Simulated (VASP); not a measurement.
A run of VASP 6.6.1:

The input INCAR:

```
SYSTEM = Ca
PREC     = Accurate       ! precision mode
ENCUT    = 520            ! plane-wave cutoff, eV
EDIFF    = 1E-7           ! SCF threshold, eV
ISMEAR   = 0              ! smearing method
SIGMA    = 0.1            ! smearing width, eV
LREAL    = .FALSE.        ! projectors in reciprocal space
LASPH    = .TRUE.         ! aspherical terms in the spheres
NELM     = 100            ! most SCF steps
ALGO     = Normal         ! electronic algorithm
ISIF     = 2              ! what is computed and relaxed
LWAVE    = .FALSE.        ! write WAVECAR
LCHARG   = .TRUE.         ! write CHGCAR
METAGGA  = R2SCAN         ! meta-GGA
LMIXTAU  = .TRUE.       
LELF     = .TRUE.         ! ELF
LVHAR    = .TRUE.
```

Contents of KPOINTS:

```
Automatic mesh
0
G
  14 14 14
  0 0 0
```

The input POSCAR:

```
Ca
1.0
    0.0000000000      2.7290300000      2.7290300000
    2.7290300000      0.0000000000      2.7290300000
    2.7290300000      2.7290300000      0.0000000000
Ca
1
Direct
    1.0000000000      0.0000000000      0.0000000000
```

Potentials or basis: VASP PAW PBE potentials, release 64 (Ca_sv).

The run is started by

```console
$ cat potpaw_PBE.64/Ca_sv/POTCAR > POTCAR
$ mpirun -np 1 vasp_std > vasp.out
```

Hardware: 1 thread of Intel(R) Xeon(R) Platinum 8375C CPU @ 2.90GHz (Ice Lake), on a shared host.

Task: Estimate the wall time of this run.

Result: Wall time 6.8 min on 1 thread of Intel(R) Xeon(R) Platinum 8375C CPU @ 2.90GHz (Ice Lake), with other jobs on the host, peak memory 0.2 GiB. Counts: scf iterations 32, k points 104.
